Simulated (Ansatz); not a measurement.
Ansatz input

```yaml
crystal:
  lattice:
    - [-1.6190646052, 1.6612415974, 2.5247666629]
    - [1.6612415974, -1.6190646052, 2.5247666629]
    - [1.5669310712, 1.5669310712, -2.4970521319]
  atoms:
    - { symbol: In, position: [0.0, 0.0, 0.0] }
hamiltonian:
  xc: r2scan
  pseudopotentials:
    kind: paw
    azcp:
      In: "pseudopotentials/In.paw.azcp"
basis:
  ecutwfc: 500
  fft_grid_basis: typed
kpoints:
  mp_grid: { grid: [11, 11, 14], shift: [0, 0, 0] }
magnetization:
  spin_polarized: false
scf:
  occupations: { method: gaussian, width: 0.01 }
  lower_state_search: "off"
output:
  stress: true
```

Terminal output

```
Engine: ansatz 0.2.0, aarch64-unknown-linux-gnu
Pseudopotentials: kind: paw
Pseudopotential: In, paw, valence charge 13, recommended cutoff 500 eV (meta_gga) 
Functional definition: r2SCAN
  parameter k0 = 0.174
  parameter k1 = 0.065
  parameter a1 = 4.9479
  exchange = r2scan_x(k0 = k0, k1 = k1, a1 = a1)
  correlation = r2scan_c
Crystal: 1 atoms, lattice volume = 26.300 Å³
Basis set: ecut = 500 eV, 673 PW (Γ), exchange–correlation on 108×108×100 points (64 copies of the dense FFT grid, shifted against one another)
Bands: 11, of which v1, the nominal top of the filled ones, is band 7 counted from 1 (6 counted from 0)
Symmetry: 4 space group operations
Space group: C2/m (ITA 12), of the structure as read, at distance tolerance 3.0e-5 Å
k-points: 468 of 1694
Non-local potential: In, projectors of the file, l = 0: 2, l = 1: 2, l = 2: 2, l = 3: 2
PAW form: soft (Blöchl's): semilocal exchange-correlation on the pseudo side does not see the compensation charge
PAW frozen core: In, regenerated for the run's functional (the file was generated under x = pbe(κ = 0.804, μ = 0.2195149727645171), c = pbe(β = 0.06672455060314922))
PAW one-centre angular grid: In, 590 points (default); XC on 289 of its mesh's 2783 points in the sphere
Initial density: superposition of atomic densities (neutral atoms: chi_scale 0, normalization atom), corrected by the library's trained network
Initial wavefunctions: pseudopotential atomic-orbital guess
Functional: x = r2scan, c = r2scan; τ floored in thin density (d = 2e-4 eV/Å³)
SCF iter   1: F=-5611.814464 eV  HF=-5611.813417 eV  |F-HF|=1.05e-3  |Δ(HF+E_count)|=         —  Δρ=7.80e-3  dr2=8.48e-3  dr2_τ=1.25e-3  ethr=1.77e-3  ⟨swp⟩=6.0  Hψ=32401  notcnv=0
SCF iter   2: F=-5611.816711 eV  HF=-5611.817206 eV  |F-HF|=4.94e-4  |Δ(HF+E_count)|=   3.79e-3  Δρ=3.46e-3  dr2=1.71e-3  dr2_τ=7.71e-5  ethr=6.52e-5  ⟨swp⟩=3.9  Hψ=14373  notcnv=0  defer=240
SCF iter   3: F=-5611.817166 eV  HF=-5611.817151 eV  |F-HF|=1.56e-5  |Δ(HF+E_count)|=   5.47e-5  Δρ=3.77e-4  dr2=2.12e-5  dr2_τ=1.12e-6  ethr=1.31e-5  ⟨swp⟩=3.6  Hψ=11579  notcnv=0  defer=240
SCF iter   4: F=-5611.817170 eV  HF=-5611.817170 eV  |F-HF|=4.16e-7  |Δ(HF+E_count)|=   1.91e-5  Δρ=6.10e-5  dr2=9.52e-7  dr2_τ=7.98e-8  ethr=1.63e-7  ⟨swp⟩=2.1  Hψ=5800  notcnv=0  defer=240
iter 5 did not close the SCF: its close was put off for the readings that it lacked (scf_convergence_deferred on its scf_iter line)
SCF iter   5: F=-5611.817171 eV  HF=-5611.817171 eV  |F-HF|=9.50e-8  |Δ(HF+E_count)|=   7.16e-7  Δρ=1.99e-5  dr2=6.59e-8  dr2_τ=4.55e-9  ethr=7.32e-9  ⟨swp⟩=2.0  Hψ=7680  notcnv=0  defer=240
SCF iter   6: F=-5611.817171 eV  HF=-5611.817171 eV  |F-HF|=2.64e-9  |Δ(HF+E_count)|=   1.17e-7  Δρ=3.43e-6  dr2=3.38e-9  dr2_τ=2.75e-11  ethr=5.07e-10  ⟨swp⟩=2.6  Hψ=17888  notcnv=0
SCF 1 converged in 6 iterations: F = -5611.817171 eV  dr2 = 3.38e-9
SCF converged after 6 iterations
Free energy (F): -5611.817171 eV
Harris-Foulkes:  -5611.817171 eV  (|F-HF|=2.64e-9)
Internal energy: -5611.817131 eV  (E = F + TS)
E sigma→0 (E₀):  -5611.817151 eV
Entropy (-TS):   -0.000040 eV (-0.040 meV/atom)
Fermi energy:    10.148777 eV
--- Per-component energies (eV) ---
  E_band       = -31.783232
  E_kinetic    = 241.230273
  E_local      = -1080.904345  (includes V_loc(G=0)·N_el)
  E_nonlocal   = 366.545181
  E_hartree    = 424.696248
  E_xc         = -201.540546
  E_vxc        = -107.661686  (∫ρ·V_xc dr)
  E_paw        = -4181.417930  (= ΣΔE_a)
  E_vpaw       = -308.035148  (= ΣTr[D̂ρ^β])
  E_aug_tail   = 0.000008  (compensation charges beyond the density's cutoff)
  E_vtau       = 7.651671  (kinetic-family band-sum trace: ∫τ·v_τ [+ j·A + Jᵃ·Aᵃ] dr)
  E_ewald      = -1181.391566
  E_core_change = 0.965546  (= ΣΔE_core)
  E_smearing   = -0.000040  (= −TS)
  E_closure    = 0.000000  (closes the sum)
  Σ components = -5611.817171   (vs F -5611.817171, Δ=0.00e0)
--- Stress (GPa, compression-positive) ---
        0.136711      -0.056638      -0.146654
       -0.056638       0.136711      -0.146654
       -0.146654      -0.146654       0.106569
  P = ⅓ Tr σ = 0.1267 GPa (1.267 kbar)
```

Launched by

```sh
ansatz run input.yaml --threads 2 --pin off --max-ram 5120MiB --backend cpu --events-out ev --progress --plain --runs-dir out
```

On 2 threads of Arm Neoverse N1 (shared host) this took about 14 s of wall time and 27 s of CPU time, with 0.55 GiB at the peak.
